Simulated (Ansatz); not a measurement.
Crystal: BaF2 (Frankdicksonite).

```
CELL_PARAMETERS angstrom
0.00000 3.10005 3.10005
3.10005 0.00000 3.10005
3.10005 3.10005 0.00000
ATOMIC_POSITIONS crystal
Ba 0.00000 0.00000 0.00000
F 0.75000 0.75000 0.75000
F 0.25000 0.25000 0.25000
```

Base run:

| Item | Value |
| --- | --- |
| Program | Ansatz 0.2.0 |
| Functional | r2SCAN |
| Potentials or basis | Ansatz PAW |
| Cutoff | 500 eV (not typed: the program's choice for these potentials) |
| k mesh | 8 × 8 × 8 |
| Occupations | fermi-dirac, width 0.05 eV |
| Spin | no spin polarisation |

Its results: band gap on the k mesh 7.40 eV, indirect (least direct gap 7.50 eV); pressure -0.2 GPa.

Question: The run is repeated on the same cell with these changes: functional from r2SCAN to revPBE; cutoff from 500 eV (not typed: the program's choice for these potentials) to 420 eV (not typed: the program's choice for these potentials). What comes out?

Answer: Band gap on the k mesh 7.12 eV, indirect (least direct gap 7.22 eV); pressure 3.4 GPa.

r2SCAN gives the wider gap, since meta-GGAs in the generalised Kohn-Sham scheme recover part of the derivative discontinuity.

Caveats: spin-orbit coupling is left out, which moves the levels of the heavy elements; the PAW data sets come from PBE, with cores solved anew for the run's functional, which leaves a small shift of forces and pressure.
